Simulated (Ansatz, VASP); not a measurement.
**Two plane-wave programs on Os**

```xyz
2
Lattice="2.7341 0.0000 0.0000 -1.3671 2.3678 0.0000 0.0000 0.0000 4.2333" Properties=species:S:1:pos:R:3 pbc="T T T"
Os    1.3671    0.7893    3.1750
Os    0.0000    1.5785    1.0583
```

Alike in both runs: functional PBE; k mesh 9 × 9 × 5; occupations fermi-dirac, width 0.05 eV; no spin polarisation.

|  | VASP | Ansatz |
| --- | --- | --- |
| version | VASP 6.6.1 | Ansatz 0.2.0 |
| potentials or method | VASP PAW PBE potentials, release 64 (Os) | Ansatz PAW |
| plane-wave cutoff (eV) | 520 | 420 |
| valence electrons in the cell | 16 | 32 |
| task | single point | band structure |

```csv
,VASP,Ansatz,Ansatz less VASP
gap on the k mesh at the Fermi level (eV),none,none,-
pressure (GPa),18.6,18.4,-0.25
largest component of the traceless stress (GPa),10.52,10.68,+0.163
```

A gap of «none» marks a metal or a gap that the smearing closes. The two sets of potentials don't hold the same shells in valence.

Caveats: so large a pressure means that the cell lies far from this level's equilibrium, or that cutoff or potentials fall short (VASP); spin-orbit coupling is left out, which moves the levels of the heavy elements (Ansatz). Spin-orbit coupling is left out, which matters for the levels of Os.
